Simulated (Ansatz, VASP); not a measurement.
**InAs: VASP beside Ansatz**

```
In As
1.0
     0.00000    3.05470    2.96352
     3.05470    0.00000    2.96352
     3.05470    3.05470    0.00000
In As
1 1
Direct
  0.00000 0.00000 0.00000
  0.75000 0.75000 0.75000
```

Change from the starting cell: z stretched by -2 % at fixed volume.

Alike in both runs: task single point; functional PBE; k mesh 10 × 10 × 10; occupations fermi-dirac, width 0.08 eV; no spin polarisation.

|  | VASP | Ansatz |
| --- | --- | --- |
| version | VASP 6.6.1 | Ansatz 0.2.0 |
| potentials or method | VASP PAW PBE potentials, release 64 (In_d, As), cutoff 520 eV | all-electron LAPW, scalar-relativistic |

|  | VASP | Ansatz | Ansatz less VASP |
| --- | --- | --- | --- |
| pressure (GPa) | 3.9 | 3.9 | -0.05 |
| largest component of the traceless stress (GPa) | 0.60 | 0.60 | +0.001 |

Ansatz ran all-electron here, so the differences hold the error of VASP's frozen core and of both bases.
